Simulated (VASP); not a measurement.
# Li15S8 (a cell with a defect) in VASP: notebook, part 2 of 2

VASP 6.6.1. Earlier steps stand in the parts before.

**3. Single point, PBE**

INCAR

```
SYSTEM = Li15S8
PREC     = Accurate       ! precision mode
ENCUT    = 520            ! plane-wave cutoff, eV
EDIFF    = 1E-6           ! SCF threshold, eV
ISMEAR   = 0              ! smearing method
SIGMA    = 0.02           ! smearing width, eV
LREAL    = Auto         
LASPH    = .True.         ! aspherical terms in the spheres
NELM     = 100            ! most SCF steps
ALGO     = Normal         ! electronic algorithm
ISIF     = 2              ! what is computed and relaxed
LWAVE    = .False.        ! write WAVECAR
LCHARG   = .False.        ! write CHGCAR
GGA      = PE             ! functional
NBANDS   = 64             ! bands
NELECT   = 94.0
```

KPOINTS

```
Automatic mesh
0
Gamma
  2 2 2
  0 0 0
```

POSCAR

```
Li15S8
1.0
    0.0000000000      5.7056319347     -5.7056319347
    5.7056319347      5.7056319347      0.0000000000
    5.7056319347      0.0000000000     -5.7056319347
Li S
15 8
Direct
    0.1737454346      0.5762545740      0.1737454346
    0.3747741748      0.8752258395      0.3747741748
    0.8696365375      0.3812490930      0.3782082379
    0.8696366251      0.8709060726      0.3782081502
    0.3782082379      0.3812490930      0.8696365375
    0.3782081502      0.8709060726      0.8696366251
    0.8782916699      0.3717083444      0.8782916699
    0.8809381778      0.8690618422      0.8809381778
    0.1260080405      0.1239919623      0.1260080405
    0.6172317178      0.1348935593      0.1335813471
    0.6172317178      0.6142933929      0.1335813471
    0.1335814348      0.1348934717      0.6172316301
    0.1335814348      0.6142934806      0.6172316301
    0.6097514771      0.1402485315      0.6097514771
    0.6214068031      0.6285932112      0.6214068031
   -0.0158667788      0.5008716007      0.5141235946
   -0.0027431668      0.0009100657      0.5009230411
    0.5004374682      0.5068612965      0.5004374682
    0.5004374682     -0.0077362158      0.5004374682
    0.0035617439      0.4960589874      1.0035617554
    0.0035617439     -0.0031824696      1.0035617554
    0.5141235946      0.5008716007      0.9841332326
    0.5009230411      0.0009100657      0.9972568447
```

Potentials or basis: VASP PAW PBE potentials, release 64 (Li_sv, S).

Launch:

```bash
> cat potpaw_PBE.64/Li_sv/POTCAR potpaw_PBE.64/S/POTCAR > POTCAR
> mpirun -np 1 vasp_std > vasp.out
```

OUTCAR:

```text
SYSTEM = Li15S8
   PREC = Accurate
   ENCUT = 520
   EDIFF = 1E-6
   ISMEAR = 0
   LREAL = Auto
   LASPH = .True.
   NELM = 100
   ISIF = 2
   GGA = PE
   NELECT = 94.0

 ion  position               nearest neighbor table
   1  0.174  0.576  0.174-  22 2.30  16 2.30
   2  0.375  0.875  0.375-  19 2.43  18 2.43  23 2.49  17 2.49
   3  0.870  0.381  0.378-  18 2.43  16 2.44  20 2.47  17 2.51
   4  0.870  0.871  0.378-  19 2.43  16 2.44  21 2.47  17 2.51
   5  0.378  0.381  0.870-  18 2.43  22 2.44  20 2.47  23 2.51
   6  0.378  0.871  0.870-  19 2.43  22 2.44  21 2.47  23 2.51
   7  0.878  0.372  0.878-  22 2.40  16 2.40  20 2.47  21 2.47
   8  0.881  0.869  0.881-  21 2.46  20 2.46  23 2.50  17 2.50
   9  0.126  0.124  0.126-  21 2.45  20 2.45  23 2.47  17 2.47
  10  0.617  0.135  0.134-  22 2.42  19 2.42  21 2.55  23 2.55
  11  0.617  0.614  0.134-  22 2.42  18 2.42  20 2.55  23 2.55
  12  0.134  0.135  0.617-  16 2.42  19 2.42  21 2.55  17 2.55
  13  0.134  0.614  0.617-  16 2.42  18 2.42  20 2.55  17 2.55
  14  0.610  0.140  0.610-  18 2.42  19 2.42  17 2.56  23 2.56
  15  0.621  0.629  0.621-  16 2.39  22 2.39  19 2.40  18 2.40
[... 226 lines left out ...]
 k-point     1 :       0.0000    0.0000    0.0000
  band No.  band energies     occupation
      1     -43.1349      2.00000
      2     -43.0976      2.00000
      3     -43.0585      2.00000
      4     -43.0574      2.00000
      5     -43.0568      2.00000
      6     -43.0568      2.00000
[... 299 lines left out ...]
     58       7.9898      0.00000
     59       7.9931      0.00000
 [bands above 59 left out]

------------------------ aborting loop because EDIFF is reached ----------------------------------------

  FORCE on cell =-STRESS in cart. coord.  units (eV):
  Direction    XX          YY          ZZ          XY          YZ          ZX
  --------------------------------------------------------------------------------------
  -------------------------------------------------------------------------------------
  Total        6.3377150      6.3377150      5.3787655     -0.4608452     -0.0000000      0.0000000
  in kB       27.3339275     27.3339275     23.1980747     -1.9875788     -0.0000000      0.0000000
  external PRESSURE =      25.9553099 kB  Pullay stress =       0.0000000 kB

 VOLUME and BASIS-vectors are now :
 -----------------------------------------------------------------------------
  energy-cutoff  :      520.00
  volume of cell :      371.48
      direct lattice vectors                 reciprocal lattice vectors
     0.000000000  5.705631935 -5.705631935    -0.087632712  0.087632712 -0.087632712
     5.705631935  5.705631935  0.000000000     0.087632712  0.087632712  0.087632712
     5.705631935  0.000000000 -5.705631935     0.087632712 -0.087632712 -0.087632712

 POSITION                                       TOTAL-FORCE (eV/Angst)
 -----------------------------------------------------------------------------------
      4.27922      4.27922     -1.98266         0.000000      0.000000      0.352523
      7.13204      7.13204     -4.27665        -0.000000     -0.000000     -0.040183
      4.33318      7.13709     -7.11974        -0.000201     -0.008211     -0.013166
      7.12699      9.93090     -7.11974         0.008211      0.000201     -0.013166
      7.13709      4.33318     -7.11974        -0.008211     -0.000201     -0.013166
      9.93090      7.12699     -7.11974         0.000201      0.008211     -0.013166
[... 15 lines left out ...]
      8.47289      5.79119     -8.54850         0.009870     -0.009870     -0.036240
      5.69517      2.86328     -8.54806         0.005022     -0.005022     -0.021622
 -----------------------------------------------------------------------------------
    total drift:                                0.000710     -0.000011     -0.006441

  FREE ENERGIE OF THE ION-ELECTRON SYSTEM (eV)
  ---------------------------------------------------
  free  energy   TOTEN  =       -89.3342694473 eV

  energy  without entropy=      -89.3342694473  energy(sigma->0) =      -89.33426945
```

stdout:

```text
POSCAR found type information on POSCAR LiS
 POSCAR found :  2 types and      23 ions
 scaLAPACK will be used
 LDA part: xc-table for (Slater+PW92), standard interpolation
 POSCAR, INCAR and KPOINTS ok, starting setup
 FFT: planning ... GRIDC
 FFT: planning ... GRID_SOFT
 FFT: planning ... GRID
 WAVECAR not read
 entering main loop
 the old and the new charge density differ
 old charge density:    93.00000 new   94.00000
    0.110E+01
```

Run time: 4.7 min. Hardware: 1 thread of AMD EPYC 7R43 (Zen 3), shared host; peak memory 0.44 GiB.

What came out:

- Free energy: -89.3343 eV
- Largest force: 0.353 eV/Å
- Band gap on the k mesh: 3.29 eV, direct

Forces on the atoms (eV/Å):
```
Li   0.000  0.000  0.353
Li   0.000  0.000 -0.040
Li   0.000 -0.008 -0.013
Li   0.008  0.000 -0.013
Li  -0.008  0.000 -0.013
Li   0.000  0.008 -0.013
Li   0.000  0.000  0.037
Li   0.000  0.000  0.008
Li   0.000  0.000 -0.003
Li   0.029 -0.004 -0.008
Li   0.004 -0.029 -0.008
Li  -0.004  0.029 -0.008
Li  -0.029  0.004 -0.008
Li   0.000  0.000  0.003
Li   0.000  0.000 -0.052
S   -0.010  0.010 -0.036
S   -0.005  0.005 -0.022
S   -0.007 -0.007 -0.022
S    0.007  0.007 -0.022
S    0.025  0.025 -0.031
S   -0.025 -0.025 -0.031
S    0.010 -0.010 -0.036
S    0.005 -0.005 -0.022
```

Levels at points of the mesh, in eV from the valence-band top:
```csv
k point,band 44,band 45,band 46,band 47,band 48,band 49,band 50,band 51
"(0.00, 0.00, 0.00)",-0.40,-0.08,-0.01,0.00,3.29,3.38,3.38,4.11
"(0.50, 0.00, 0.00)",-0.39,-0.35,-0.18,-0.18,4.66,4.75,4.80,4.94
"(0.00, 0.50, 0.00)",-0.38,-0.37,-0.29,-0.19,4.64,4.75,4.75,4.92
"(0.50, 0.50, 0.00)",-0.68,-0.54,-0.42,-0.37,4.67,4.74,5.33,5.40
"(0.50, 0.00, 0.50)",-0.71,-0.57,-0.51,-0.36,4.70,4.76,5.29,5.41
```

Caveat: the k mesh is coarse (spacing up to 0.48 Å⁻¹), so the values aren't converged; the cell carries a net charge on a neutralising background, which shifts energy and pressure; the cell is charged against a uniform background, so pressure and absolute levels hang on convention; the cutoff is under 1.25 times the usual one of these potentials, so pressure, stress and relaxed cells hold a basis-set (Pulay) error.
